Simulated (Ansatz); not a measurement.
The system is Be2C.

```
CELL_PARAMETERS angstrom
0.00000 2.16500 2.16500
2.16500 0.00000 2.16500
2.16500 2.16500 0.00000
ATOMIC_POSITIONS crystal
C 0.00000 0.00000 0.00000
Be 0.75000 0.75000 0.75000
Be 0.25000 0.25000 0.25000
```

| Property | Result |
| --- | --- |
| Program | Ansatz 0.2.0 |
| Task | single point |
| Functional | PBE |
| Potentials or basis | Ansatz PAW |
| Cutoff | 420 eV (not typed: the program's choice for these potentials) |
| k mesh | 11 × 11 × 11 |
| Occupations | fermi-dirac, width 0.05 eV |
| Spin | no spin polarisation |

On this cell: pressure -0.2 GPa; largest force zero by symmetry; band gap on the k mesh 1.27 eV, indirect (least direct gap 4.14 eV).

The same run follows on a disturbed copy (atoms moved at random, drawn with an rms of 0.05 Å):

```
C Be
1.0
     0.00000    2.16500    2.16500
     2.16500    0.00000    2.16500
     2.16500    2.16500    0.00000
C Be
1 2
Direct
  0.99721 0.00135 0.01329
  0.74777 0.75992 0.75858
  0.25366 0.25076 0.25314
```

Question: What does the disturbed cell give?

Answer: The energy moves by +2.1 meV/atom; pressure -0.1 GPa; largest force 0.293 eV/Å; band gap on the k mesh 1.17 eV, indirect (least direct gap 4.04 eV).

Forces on the atoms (eV/Å):
```
C   -0.081 -0.080  0.166
Be  -0.209  0.049 -0.141
Be   0.291  0.030 -0.025
```

Stress tensor (GPa, compression positive):
```
 0.02 -0.09 -0.03
-0.09 -0.19 -0.52
-0.03 -0.52 -0.17
```

Caveats: odd divisions of the mesh miss points on the zone boundary, where band edges often lie, so the gap on the mesh can be too wide.

A k mesh can miss the band edges.
